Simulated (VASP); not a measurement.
# Hg (P6_3/mmc) in VASP: notebook, part 2 of 2

VASP 6.6.1. Earlier steps stand in the parts before.

### Step 5. Single point, PBE+D3(BJ)

This run uses another cell than the first one, of 23.32 Å³/atom, 0.921 times its volume.

Contents of INCAR:

```
ALGO = Fast
EDIFF = 1E-7
ENCUT = 520
GGA = PE
ISIF = 2
ISMEAR = 0
IVDW = 12
LASPH = True
LCHARG = False
LREAL = False
LWAVE = False
NBANDS = 19
NELM = 100
PREC = Accurate
SIGMA = 0.15
```

Contents of KPOINTS:

```
k-points
0
Gamma
  15 15 8
```

Contents of POSCAR:

```
Hg
1.0
    3.2405000000      0.0000000000      0.0000000000
   -1.6202500000      2.8063553210      0.0000000000
    0.0000000000      0.0000000000      5.1276000000
Hg
2
Direct
    0.6666666667      0.3333333333      0.7500000000
    0.3333333333      0.6666666667      0.2500000000
```

Potentials or basis: VASP PAW PBE potentials, release 64 (Hg).

Run with:

```bash
cat potpaw_PBE.64/Hg/POTCAR > POTCAR
mpirun -np 1 vasp_std > vasp.out
```

OUTCAR:

```text
EDIFF = 1E-7
   ENCUT = 520
   GGA = PE
   ISIF = 2
   ISMEAR = 0
   IVDW = 12
   LASPH = True
   LREAL = False
   NELM = 100
   PREC = Accurate
 IVDW          = 12

 ion  position               nearest neighbor table
   1  0.667  0.333  0.750-   2 3.17   2 3.17   2 3.17   2 3.17   2 3.17   2 3.17
   2  0.333  0.667  0.250-   1 3.17   1 3.17   1 3.17   1 3.17   1 3.17   1 3.17

  LATTYP: Found a hexagonal cell.
 ALAT       =     3.2405000000
 C/A-ratio  =     1.5823484030

  Lattice vectors:

 A1 = (   3.2405000000,   0.0000000000,   0.0000000000)
 A2 = (  -1.6202500000,   2.8063553210,   0.0000000000)
 A3 = (   0.0000000000,   0.0000000000,   5.1276000000)

Analysis of symmetry for initial positions (statically):
=====================================================================
 Subroutine PRICEL returns:
 Original cell was already a primitive cell.

 Routine SETGRP: Setting up the symmetry group for a
 hexagonal supercell.

 Subroutine GETGRP returns: Found 24 space group operations
 (whereof 12 operations were pure point group operations)
 out of a pool of 24 trial point group operations.

The static configuration has the point symmetry D_3d.
 The point group associated with its full space group is D_6h.

Analysis of symmetry for dynamics (positions and initial velocities):
=====================================================================
 Subroutine PRICEL returns:
 Original cell was already a primitive cell.

 Routine SETGRP: Setting up the symmetry group for a
 hexagonal supercell.

 Subroutine GETGRP returns: Found 24 space group operations
 (whereof 12 operations were pure point group operations)
 out of a pool of 24 trial point group operations.

The dynamic configuration has the point symmetry D_3d.
 The point group associated with its full space group is D_6h.

 Subroutine INISYM returns: Found 24 space group operations
 (whereof 12 operations are pure point group operations),
 and found     1 'primitive' translations

----------------------------------------------------------------------------------------

                                     Primitive cell

  volume of cell :      46.6304

  direct lattice vectors                    reciprocal lattice vectors
     3.240500000  0.000000000  0.000000000     0.308594353  0.178167033  0.000000000
    -1.620250000  2.806355321  0.000000000     0.000000000  0.356334065  0.000000000
     0.000000000  0.000000000  5.127600000     0.000000000  0.000000000  0.195023013

  length of vectors
     3.240500000  3.240500000  5.127600000     0.356334065  0.356334065  0.195023013

  position of ions in fractional coordinates (direct lattice)
     0.666666667  0.333333333  0.750000000
     0.333333333  0.666666667  0.250000000

  ion indices of the primitive-cell ions
   primitive index   ion index
                 1           1
                 2           2

----------------------------------------------------------------------------------------

 KPOINTS: k-points

Automatic generation of k-mesh.
 Grid dimensions read from file:
 generate k-points for:   15   15    8

 Generating k-lattice:

  Cartesian coordinates                     Fractional coordinates (reciprocal lattice)
     0.020572957  0.011877802  0.000000000     0.066666667 -0.000000000  0.000000000
     0.000000000  0.023755604  0.000000000     0.000000000  0.066666667  0.000000000
     0.000000000  0.000000000  0.024377877     0.000000000  0.000000000  0.125000000

  Length of vectors
     0.023755604  0.023755604  0.024377877

  Shift w.r.t. Gamma in fractional coordinates (k-lattice)
     0.000000000  0.000000000  0.000000000

 Subroutine IBZKPT returns following result:
 ===========================================

 Found    135 irreducible k-points:

 Following reciprocal coordinates:
            Coordinates               Weight
  0.000000  0.000000  0.000000      1.000000
  0.066667 -0.000000  0.000000      6.000000
  0.133333  0.000000  0.000000      6.000000
  0.200000 -0.000000  0.000000      6.000000
  0.266667  0.000000  0.000000      6.000000
  0.333333  0.000000  0.000000      6.000000
[... 16 lines left out ...]
  0.333333  0.200000  0.000000     12.000000
  0.400000  0.200000  0.000000      6.000000
 [... further k-points ...]
   k-points           NKPTS =    135   k-points in BZ     NKDIM =    135   number of bands    NBANDS=     19
   number of dos      NEDOS =    301   number of ions     NIONS =      2
   total plane-waves  NPLWV =  23040
   dimension x,y,z NGX =    24 NGY =   24 NGZ =   40
   dimension x,y,z NGXF=    48 NGYF=   48 NGZF=   80
   ions per type =               2
   NGX,Y,Z   is equivalent  to a cutoff of  12.31, 12.31, 12.97 a.u.
   NGXF,Y,Z  is equivalent  to a cutoff of  24.63, 24.63, 25.94 a.u.
 SYSTEM =  unknown system
   PREC   = accura    normal or accurate (medium, high low for compatibility)
   ISTART =      0    job   : 0-new  1-cont  2-samecut
   ICHARG =      2    charge: 1-file 2-atom 10-const
   ISPIN  =      1    spin polarized calculation?
   LNONCOLLINEAR =      F non collinear calculations
   LSORBIT =      F    spin-orbit coupling
   LASPH  =      T    aspherical Exc in radial PAW
   ENCUT  =  520.0 eV  38.22 Ry    6.18 a.u.   6.03  6.03  9.53*2*pi/ulx,y,z
   NELM   =    100;   NELMIN=  2; NELMDL= -5     # of ELM steps
   EDIFF  = 0.1E-06   stopping-criterion for ELM
   LREAL  =      F    real-space projection
   EDIFFG = 0.1E-05   stopping-criterion for IOM
   NSW    =      0    number of steps for IOM
   IBRION =     -1    ionic relax: 0-MD 1-quasi-New 2-CG
   NFREE  =      0    steps in history (QN), initial steepest desc. (CG)
   ISIF   =      2    stress and relaxation
   ISYM   =      2    0-nonsym 1-usesym 2-fastsym
   POTIM  = 0.5000    time-step for ionic-motion
   TEBEG  =    0.0;   TEEND  =   0.0 temperature during run
   PSTRESS=    0.0 pullay stress
   NELECT =      24.0000    total number of electrons
   NUPDOWN=      -1.0000    fix difference up-down
   EMIN   =  10.00;   EMAX   =-10.00  energy-range for DOS
   EFERMI =   0.00;   METHOD = LEGACY
   ISMEAR =     0;   SIGMA  =   0.15  broadening in eV -4-tet -1-fermi 0-gaus
   EFERMI_NEDOS =   21; number of points for ismear=-14 and -15
   IALGO  =     68    algorithm
   IMIX   =      4    mixing-type and parameters
     AMIX     =   0.40;   BMIX     =  1.00
     AMIX_MAG =   1.60;   BMIX_MAG =  1.00
  volume/ion in A,a.u.               =      23.32       157.34
  Fermi-wavevector in a.u.,A,eV,Ry     =   1.311965  2.479255 23.419063  1.721253
  Thomas-Fermi vector in A             =   2.442390
   LORBIT       =      0    0 simple, 1 ext, 2 COOP (PROOUT), +10 PAW based schemes
   GGA     = PE    functional components
   LHFCALC =     F    Hartree Fock is set to
   AEXX    =    0.0000 exact exchange contribution
   IVDW    =    12    specifies the selected vdW correction
   LEPSILON=     F    determine dielectric tensor
   LRPA    =     F    only Hartree local field effects (RPA)
 non-spin polarized calculation
 RMM-DIIS sequential band-by-band and
 Gauss-broadening in eV      SIGMA  =   0.15
  energy-cutoff  :      520.00
  volume of cell :       46.63
 maximum number of plane-waves:      1290
   NGX = 13   NGY = 13   NGZ = 19

 number of electron      23.9999997 magnetization

 Free energy of the ion-electron system (eV)
  ---------------------------------------------------
  ext. energy  EPLUGINS =         0.00000000
  ---------------------------------------------------
  free energy    TOTEN  =        -0.17101318 eV

  energy without entropy =       -0.16297707  energy(sigma->0) =       -0.16699512

 E-fermi :   2.6729     XC(G=0): -10.9309

 val. band max:        2.6719464627   @ k =   0.2667   0.2667   0.1250
 cond. band min:       2.7088032762   @ k =   0.3333   0.0000   0.0000
 fundamental gap:      0.0368568135
 Fermi energy:         2.6729038012

 k-point     1 :       0.0000    0.0000    0.0000
  band No.  band energies     occupation
      1      -6.3062      2.00000
      2      -5.1907      2.00000
      3      -4.1342      2.00000
      4      -4.1342      2.00000
      5      -4.1263      2.00000
      6      -3.9793      2.00000
[... 11 lines left out ...]
     18      17.6201      0.00000
     19      17.6215      0.00000
[... 489 lines left out ...]
      3      -4.6207      2.00000
      4      -4.2337      2.00000
      5      -3.9603      2.00000
      6      -3.8509      2.00000
[... 11 lines left out ...]
     18      11.5846      0.00000
     19      13.4399      0.00000

 [... further k-points ...]

------------------------ aborting loop because EDIFF is reached ----------------------------------------

 Edisp (eV)   -0.89778

 E8    (eV) :    -0.4063

  FORCE on cell =-STRESS in cart. coord.  units (eV):
  Direction    XX          YY          ZZ          XY          YZ          ZX
  --------------------------------------------------------------------------------------
  -------------------------------------------------------------------------------------
  Total       0.78417     0.78417     0.83005     0.00000     0.00000     0.00000
  in kB      26.94347    26.94347    28.51988     0.00000     0.00000     0.00000
  external pressure =       27.47 kB  Pullay stress =        0.00 kB

 VOLUME and BASIS-vectors are now :
 -----------------------------------------------------------------------------
  energy-cutoff  :      520.00
  volume of cell :       46.63
      direct lattice vectors                 reciprocal lattice vectors
     3.240500000  0.000000000  0.000000000     0.308594353  0.178167033  0.000000000
    -1.620250000  2.806355321  0.000000000     0.000000000  0.356334065  0.000000000
     0.000000000  0.000000000  5.127600000     0.000000000  0.000000000  0.195023013

 POSITION                                       TOTAL-FORCE (eV/Angst)
 -----------------------------------------------------------------------------------
      1.62025      0.93545      3.84570        -0.000000     -0.000000      0.000000
     -0.00000      1.87090      1.28190         0.000000      0.000000     -0.000000
 -----------------------------------------------------------------------------------
    total drift:                               -0.000000      0.000000     -0.000000

  FREE ENERGIE OF THE ION-ELECTRON SYSTEM (eV)
  ---------------------------------------------------
  free  energy   TOTEN  =        -1.0687952193 eV

  energy  without entropy=       -1.0607591081  energy(sigma->0) =       -1.06477716
```

OSZICAR:

```text
N       E                     dE             d eps       ncg     rms          rms(c)
DAV:   1     0.184227101444E+03    0.18423E+03   -0.12598E+04  5130   0.123E+03
DAV:   2     0.409137912763E+01   -0.18014E+03   -0.17182E+03  5337   0.322E+02
DAV:   3    -0.226803643377E+00   -0.43182E+01   -0.43029E+01  5764   0.546E+01
DAV:   4    -0.233733723467E+00   -0.69301E-02   -0.69292E-02  5650   0.215E+00
DAV:   5    -0.233743343578E+00   -0.96201E-05   -0.96204E-05  5692   0.777E-02    0.545E+00
RMM:   6    -0.175416051517E+00    0.58327E-01   -0.12373E-01  5166   0.298E+00    0.401E+00
RMM:   7    -0.171542174850E+00    0.38739E-02   -0.29909E-02  5287   0.125E+00    0.115E+00
RMM:   8    -0.170956483538E+00    0.58569E-03   -0.46522E-03  5385   0.779E-01    0.864E-02
RMM:   9    -0.170995443622E+00   -0.38960E-04   -0.12982E-04  5589   0.109E-01    0.628E-02
RMM:  10    -0.171013401427E+00   -0.17958E-04   -0.37625E-05  5614   0.736E-02    0.801E-03
RMM:  11    -0.171013004397E+00    0.39703E-06   -0.30007E-06  5676   0.156E-02    0.184E-03
RMM:  12    -0.171013214699E+00   -0.21030E-06   -0.43353E-07  5279   0.715E-03    0.105E-03
RMM:  13    -0.171013179937E+00    0.34761E-07   -0.33735E-08  3668   0.162E-03
   1 F= -.10687952E+01 E0= -.10647772E+01  d E =-.803611E-02
```

stdout:

```text
POSCAR found type information on POSCAR Hg
 POSCAR found :  1 types and       2 ions
 scaLAPACK will be used
 LDA part: xc-table for (Slater+PW92), standard interpolation
 POSCAR, INCAR and KPOINTS ok, starting setup
 FFT: planning ... GRIDC
 FFT: planning ... GRID_SOFT
 FFT: planning ... GRID
 WAVECAR not read
 entering main loop
```

Run time: 30 s. Hardware: 1 thread of Intel Xeon 6975P-C (Granite Rapids), shared host; peak memory 0.24 GiB.

Results:

```
Free energy                : -1.0688 eV
Pressure                   : 2.7 GPa
Band gap on the k mesh     : none (metal or under the smearing width)
Dispersion energy per atom : -0.449 eV
```

Levels at points of the mesh, in eV from the Fermi level:
| k point | band 10 | band 11 | band 12 | band 13 | band 14 | band 15 |
| --- | --- | --- | --- | --- | --- | --- |
| (0.00, 0.00, 0.00) | -5.76 | -5.76 | -1.32 | -1.06 | 12.41 | 12.41 |
| (0.00, 0.00, 0.50) | -5.98 | -5.98 | -5.98 | 7.42 | 7.42 | 13.28 |

Caveat: pairwise dispersion overbinds metals, which lowers pressure and volume. Spin-orbit coupling is left out, which matters for the levels of Hg.

### Step 6. Overview

```csv
cell,further INCAR settings,gap on the mesh (eV),pressure (GPa)
"P6_3/mmc, 25.3 Å³/atom",ALGO = Fast; EDIFF = 1e-06; NBANDS = 19,none,0.3
"P6_3/mmc, 24.99 Å³/atom",ALGO = Fast; EDIFF = 1e-06; NBANDS = 19,none,0.7
"P6_3/mmc, 28.98 Å³/atom",ALGO = Fast; EDIFF = 1e-06; NBANDS = 19,none,-1.2
"P6_3/mmc, 23.32 Å³/atom",ALGO = Fast; EDIFF = 1e-07; NBANDS = 19,none,2.7
```

Alike in all rows: task single point; level PBE+D3(BJ); potentials or basis VASP PAW PBE potentials, release 64 (Hg); no spin polarisation; k mesh 15 × 15 × 8; cutoff (eV) 520; smearing gaussian 0.15 eV.

Every run on the cell as given and a fine mesh finds a metal.

Caveats: pairwise dispersion overbinds metals, which lowers pressure and volume.

Absolute energies hang on the potentials; compare differences alone.
